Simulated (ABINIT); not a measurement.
Ti:

```xyz
2
Lattice="2.9500 0.0000 0.0000 -1.4750 2.5548 0.0000 0.0000 0.0000 4.6800" Properties=species:S:1:pos:R:3 pbc="T T T"
Ti    1.4750    0.8516    3.5100
Ti    0.0000    1.7032    1.1700
```

Base run:

```yaml
Program: ABINIT 10.8.3 (patched build)
Functional: BLYP
Potentials_or_basis: JTH PAW PBE v2.0
Cutoff: 408 eV
k_mesh: 10 × 10 × 6
Occupations: fermi-dirac, width 0.05 eV
Spin: no spin polarisation
```

Its results: band gap on the k mesh none (metal or under the smearing width); pressure 1.3 GPa.

After a change of settings the same cell gave: band gap on the k mesh none (metal or under the smearing width); pressure -5.4 GPa. Which change was it?
A. functional from BLYP to WC
B. functional from BLYP to PBE; k mesh from 10 × 10 × 6 to 6 × 6 × 4
C. functional from BLYP to PBE; k mesh from 10 × 10 × 6 to 8 × 8 × 5

A.

WC binds more tightly than BLYP, so the same cell stands under less pressure.

Caveats: the PAW data sets were made with another functional, which shifts forces and pressure a little.
